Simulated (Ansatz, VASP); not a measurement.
# Ge in VASP and in Ansatz

```
Ge
1.0
     0.00000    2.77995    2.77995
     2.77995    0.00000    2.77995
     2.77995    2.77995    0.00000
Ge
2
Cartesian
  0.0000 0.0000 0.0000
  1.3900 1.3900 1.3900
```

Alike in both runs: task single point; functional PBEsol; k mesh 14 × 14 × 14; occupations gaussian, width 0.1 eV; no spin polarisation.

|  | VASP | Ansatz |
| --- | --- | --- |
| version | VASP 6.6.1 | Ansatz 0.2.0 |
| potentials or method | VASP PAW PBE potentials, release 64 (Ge_d) | scalar-relativistic, plane waves, PAW |
| plane-wave cutoff (eV) | 520 | 420 |
| valence electrons in the cell | 28 | 28 |

```tsv
	VASP	Ansatz	Ansatz less VASP
gap on the k mesh at the Fermi level (eV)	0.29	0.28	-0.007
least direct gap on the mesh (eV)	0.48	0.47	-0.013
pressure (GPa)	4.7	4.8	+0.08
```

Caveats: the PAW data sets were made with another functional, which shifts forces and pressure a little (VASP).
